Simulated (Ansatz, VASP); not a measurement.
**Si in VASP and in Ansatz**

```
Si
1.0
    -1.49676    1.49676    1.26752
     1.49676   -1.49676    1.26752
     1.49676    1.49676   -1.26752
Si
1
Direct
  0.00000 0.00000 0.00000
```

Change from the starting cell: strain -0.080 along x and y, -0.040 along z, atoms carried along.

Alike in both runs: task single point; functional LDA; k mesh 22 × 22 × 22; occupations gaussian, width 0.15 eV; no spin polarisation.

|  | VASP | Ansatz |
| --- | --- | --- |
| version | VASP 6.6.1 | Ansatz 0.2.0 |
| potentials or method | VASP PAW LDA potentials, release 64 (Si) | scalar-relativistic, plane waves, PAW |
| plane-wave cutoff (eV) | 520 | 420 |
| valence electrons in the cell | 4 | 4 |

```csv
,VASP,Ansatz,Ansatz less VASP
gap on the k mesh at the Fermi level (eV),none,none,-
pressure (GPa),32.8,32.7,-0.17
largest component of the traceless stress (GPa),4.53,4.45,-0.081
```

A gap of «none» marks a metal or a gap that the smearing closes.

Caveats: so large a pressure means that the cell lies far from this level's equilibrium, or that cutoff or potentials fall short (VASP).
